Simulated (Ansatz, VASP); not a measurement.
Cd in VASP and in Ansatz

Contents of INCAR:

```
SYSTEM = Cd
PREC = Accurate ; ENCUT = 520
EDIFF = 1E-6 ; ISMEAR = -1
SIGMA = 0.1 ; LREAL = .FALSE.
LASPH = .TRUE. ; NELM = 100
ALGO = Normal ; ISIF = 2
LWAVE = .FALSE. ; LCHARG = .FALSE.
GGA = RP ; NBANDS = 19
```

KPOINTS

```
regular mesh
0
G
  7 7 3
  0 0 0
```

POSCAR

```
Cd
1.0
    1.4743740000      2.5536910000      0.0000000000
   -1.4743740000      2.5536910000      0.0000000000
    0.0000000000      0.0000000000      5.5609770000
Cd
2
Direct
    0.3333300000      0.3333400000      0.2500000000
    0.6666600000      0.6666700000      0.7500000000
```

Input for Ansatz:

```yaml
crystal:
  lattice:
    - [1.474374, 2.553691, 0.0]
    - [-1.474374, 2.553691, 0.0]
    - [0.0, 0.0, 5.560977]
  atoms:
    - { symbol: Cd, position: [0.33333, 0.33334, 0.25] }
    - { symbol: Cd, position: [0.66666, 0.66667, 0.75] }
  symmetry: { tolerance: 0.0003 }
kpoints:
  mp_grid: { grid: [7, 7, 3], shift: [0, 0, 0] }
magnetization:
  spin_polarized: false
scf:
  occupations: { method: fermi_dirac }
  convergence: { dr2_threshold: 1.0e-09 }
hamiltonian:
  pseudopotentials: { kind: paw }
  xc: rpbe
basis:
  ecutwfc: 420
output:
  forces: true
  stress: true
  eigenvalues: true
```

Alike in both runs: task single point; functional RPBE; k mesh 7 × 7 × 3; no spin polarisation.

```csv
,VASP,Ansatz
version,VASP 6.6.1,Ansatz 0.2.0
potentials or method,"VASP PAW PBE potentials, release 64 (Cd)",PAW plane waves
plane-wave cutoff (eV),520,420
occupations,"fermi-dirac, width 0.1 eV",fermi-dirac
valence electrons in the cell,24,40
```

```tsv
	VASP	Ansatz	Ansatz less VASP
gap on the k mesh at the Fermi level (eV)	none	none	-
pressure (GPa)	8.1	7.7	-0.39
largest component of the traceless stress (GPa)	1.14	0.95	-0.190
```

A gap of «none» marks a metal or a gap that the smearing closes. The two sets of potentials don't hold the same shells in valence. Ansatz warned: «stress_scf_threshold_loose».

Caveats: the k mesh is coarse (spacing up to 0.38 Å⁻¹), so the values aren't converged; the PAW data sets were made with another functional, which shifts forces and pressure a little (VASP).
